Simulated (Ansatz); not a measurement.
AlAs, space group F-43m, a convergence test of the k-point mesh

Program: the Ansatz DFT code, driven from Python.

Typed at the interpreter:
```pycon
>>> import ansatz as az
>>> from ase import Atoms
>>> from tabulate import tabulate
>>> atoms = Atoms(
...     ["Al", "As"],
...     scaled_positions=[
...         [0.0, 0.0, 0.0],
...         [0.25, 0.25, 0.25],
...     ],
...     cell=[
...         [0.0, 2.8304, 2.8304],
...         [2.8304, 0.0, 2.8304],
...         [2.8304, 2.8304, 0.0],
...     ],
...     pbc=True,
... )
>>> alas = az.Crystal.from_ase(atoms)
>>> len(alas.resolved().sites)
2
>>> base = alas.calculation().occupations("Fixed").band_table()
>>> rows = []
>>> for value in [(2, 2, 2), (4, 4, 4), (6, 6, 6), (8, 8, 8), (10, 10, 10)]:
...     data = base.kpoints(*value).run(threads=1, pin="off").report
...     rows.append((value, data["free_energy_ev"] / len(data["lattice"]["sites"]), data["n_iterations"], data["gap_by_band_count_ev"], data["n_kpoints"]))
...
DeckWarning: basis.ecutwfc = 420 eV, auto-derived from the records' recommended cutoffs: set by Al (normal level)
>>> print(tabulate(rows, headers=["mesh", "F/atom (eV)", "iterations", "gap by band count (eV)", "k-points"], floatfmt=".4f", tablefmt="simple"))
mesh            F/atom (eV)    iterations    gap by band count (eV)    k-points
------------  -------------  ------------  ------------------------  ----------
(2, 2, 2)        -2696.3119             6                    1.2736           3
(4, 4, 4)        -2697.2433             6                    1.4208           8
(6, 6, 6)        -2697.2956             6                    1.4416          16
(8, 8, 8)        -2697.3008             6                    1.4448          29
(10, 10, 10)     -2697.3015             6                    1.4454          47
>>> # differences from the last row
>>> for row in rows[:-1]:
...     shift = 1000 * (row[1] - rows[-1][1])
...     print(f"{row[0]}: {shift:+.2f} meV/atom" + ("  (within 5 meV)" if abs(shift) < 5 else ""))
...
(2, 2, 2): +989.58 meV/atom
(4, 4, 4): +58.17 meV/atom
(6, 6, 6): +5.88 meV/atom
(8, 8, 8): +0.68 meV/atom  (within 5 meV)
```

From 8×8×8 on it stays within 5 meV an atom of the value at 10×10×10; the first row (2×2×2) is off by 989.6 meV and the last but one by 0.68 meV.

What to keep in mind:
- Semilocal gaps usually lie well under measured ones.
- No functional is typed, so the default, PBE, holds.
- The structure is a deposited one; some such entries were measured under pressure or heat, so a shift against it needn't be the functional's error alone.
- Gaps and levels are Kohn-Sham values on a finite set of k-points, without spin-orbit coupling.
- Warnings are shown shortened and without file and line.
- Shifts are counted from the finest mesh, which is itself no proven limit.
- The whole script took 6.3 s on 1 thread of Arm Neoverse V1, with other jobs on the host, peak memory 0.37 GiB.
